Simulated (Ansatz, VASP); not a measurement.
Ni in VASP and in Ansatz

File POSCAR:

```
Ni
1.0
    0.0000000000      1.7604383569      1.7604383569
    1.7604383569      0.0000000000      1.7604383569
    1.7604383569      1.7604383569      0.0000000000
Ni
1
Direct
    0.0000000000      0.0000000000      0.0000000000
```

File INCAR.step1:

```
PREC     = Accurate       # precision mode
ENCUT    = 520            # plane-wave cutoff, eV
ISMEAR   = -1             # smearing method
SIGMA    = 0.05           # smearing width, eV
LREAL    = False          # projectors in reciprocal space
LASPH    = True           # aspherical terms in the spheres
NELM     = 150            # most SCF steps
ISPIN    = 2              # spin polarisation
MAGMOM   = 1              # initial moments
LMAXMIX  = 4              # l up to which the mixer works
NBANDS   = 15             # bands
GGA      = PE             # functional
ALGO     = Normal         # electronic algorithm
EDIFF    = 1E-4           # SCF threshold, eV
LWAVE    = True           # write WAVECAR
LCHARG   = False          # write CHGCAR
```

Contents of INCAR.step2:

```
PREC     = Accurate       # precision mode
ENCUT    = 520            # plane-wave cutoff, eV
EDIFF    = 1E-7           # SCF threshold, eV
ISMEAR   = -1             # smearing method
SIGMA    = 0.05           # smearing width, eV
LREAL    = False          # projectors in reciprocal space
LASPH    = True           # aspherical terms in the spheres
NELM     = 150            # most SCF steps
ALGO     = Normal         # electronic algorithm
ISIF     = 2              # what is computed and relaxed
LWAVE    = False          # write WAVECAR
LCHARG   = False          # write CHGCAR
ISPIN    = 2              # spin polarisation
MAGMOM   = 1              # initial moments
LORBIT   = 11             # projections on sites
LMAXMIX  = 4              # l up to which the mixer works
METAGGA  = R2SCAN         # meta-GGA
LMIXTAU  = True         
NBANDS   = 15             # bands
ISTART   = 1
```

KPOINTS

```
regular mesh
0
Gamma
  13 13 13
```

The input input.yaml:

```yaml
crystal:
  lattice:
    - [0.0, 1.7604383569, 1.7604383569]
    - [1.7604383569, 0.0, 1.7604383569]
    - [1.7604383569, 1.7604383569, 0.0]
  atoms:
    - { symbol: Ni, position: [0.0, 0.0, 0.0], spin: 1.0 }
hamiltonian:
  xc: r2scan
  pseudopotentials: { kind: paw }
magnetization:
  spin_polarized: true
kpoints:
  mp_grid: { grid: [13, 13, 13] }
scf:
  occupations: { method: fermi_dirac, width: 0.05 }
output:
  forces: true
  stress: true
  eigenvalues: true
```

Alike in both runs: task single point; functional r2SCAN; k mesh 13 × 13 × 13; occupations fermi-dirac, width 0.05 eV; collinear spin.

|  | VASP | Ansatz |
| --- | --- | --- |
| version | VASP 6.6.1 | Ansatz 0.2.0 |
| potentials or method | VASP PAW PBE potentials, release 64 (Ni) | Ansatz PAW |
| plane-wave cutoff (eV) | 520 | 500 |
| valence electrons in the cell | 10 | 18 |

|  | VASP | Ansatz | Ansatz less VASP |
| --- | --- | --- | --- |
| gap on the k mesh at the Fermi level (eV) | none | none | - |
| pressure (GPa) | -7.3 | -7.4 | -0.03 |
| net moment per atom (μB) | 0.71 | 0.75 | +0.046 |
| size of the moment on the site where the two differ most (μB) | 0.73 | 0.82 | +0.091 |

Site moments also hang on the region over which each program counts them. A gap of «none» marks a metal or a gap that the smearing closes. The two sets of potentials don't hold the same shells in valence.

Caveats: the PAW data sets were made with another functional, which shifts forces and pressure a little (VASP); the magnetic or orbital state may not be the lowest (Ansatz); the PAW data sets come from PBE, with cores solved anew for the run's functional, which leaves a small shift of forces and pressure (Ansatz).
